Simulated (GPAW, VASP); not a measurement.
Given: the input of a run of VASP 6.6.1 on PtS2. 

The input INCAR:

```
SYSTEM = PtS2
PREC = Accurate ; ENCUT = 520
EDIFF = 1E-6 ; ISMEAR = 0
SIGMA = 0.02 ; LREAL = .FALSE.
LASPH = .TRUE. ; NELM = 80
ALGO = Normal ; ISIF = 2
LWAVE = .FALSE. ; LCHARG = .FALSE.
GGA = PE ; NBANDS = 18
```

KPOINTS

```
Automatic mesh
0
G
  9 9 5
  0 0 0
```

File POSCAR:

```
PtS2
1.0
    3.5432000000      0.0000000000      0.0000000000
   -1.7716000000      3.0685012107      0.0000000000
    0.0000000000      0.0000000000      5.0388000000
Pt S
1 2
Direct
    0.0000000000      0.0000000000      0.0000000000
    0.6666666667      0.3333333333      0.7730000000
    0.3333333333      0.6666666667      0.2270000000
```

Potentials or basis: VASP PAW PBE potentials, release 64 (Pt, S).

Command:

```console
$ cat potpaw_PBE.64/Pt/POTCAR potpaw_PBE.64/S/POTCAR > POTCAR
$ mpirun -np 1 vasp_std > vasp.out
```

What does the same run look like in GPAW 26.7.0 (ASE script)? Potentials or basis there: GPAW PAW data sets (gpaw-data 1.2.1), cutoff 600 eV.

As run (cutoffs and basis follow the program's own potentials, and thresholds, step limits or extra output files can differ):

The input run.py:

```python
from ase.dft.bandgap import bandgap
from ase.io import read, write
from ase.units import GPa
from gpaw import GPAW, PW

atoms = read('PtS2.xyz')

calc = GPAW(mode=PW(600),
            xc='PBE',
            kpts={'size': (9, 9, 5), 'gamma': True},
            occupations={'name': 'methfessel-paxton', 'order': 0, 'width': 0.02},
            nbands=26,
            convergence={'density': 1e-05, 'energy': 1e-05},
            maxiter=150,
            txt='gpaw.txt')
atoms.calc = calc
energy = atoms.get_potential_energy()
forces = atoms.get_forces()
stress = atoms.get_stress()
calc.write('gs.gpw')
write('result.traj', atoms)
print(f'Energy: {energy:.6f} eV')
print('Forces (eV/A):')
print(forces.round(4))
print('Stress (GPa):', (stress / GPa).round(3))
print('Fermi level:', round(calc.get_fermi_level(), 4), 'eV')
print(f'Gap: {bandgap(calc)[0]:.4f} eV, direct: {bandgap(calc, direct=True)[0]:.4f} eV')
```

PtS2.xyz

```xyz
3
Lattice="3.5432000000 0.0000000000 0.0000000000 -1.7716000000 3.0685012107 0.0000000000 0.0000000000 0.0000000000 5.0388000000" Properties=species:S:1:pos:R:3 pbc="T T T"
Pt     0.0000000000      0.0000000000      0.0000000000
S      1.7716000002      1.0228337368      3.8949924000
S     -0.0000000002      2.0456674739      1.1438076000
```

Potentials or basis: GPAW PAW data sets (gpaw-data 1.2.1), pw.

Launch:

```sh
$ OMP_NUM_THREADS=1 python run.py
```

Both were run:

|  | VASP | GPAW |
| --- | --- | --- |
| Pressure | 11.1 GPa | 11.7 GPa |
| Largest force | 1.213 eV/Å | 1.292 eV/Å |

The potentials hold 22 and 28 valence electrons a cell.

The cell lies far from this level's equilibrium.

Pressure is positive in compression.
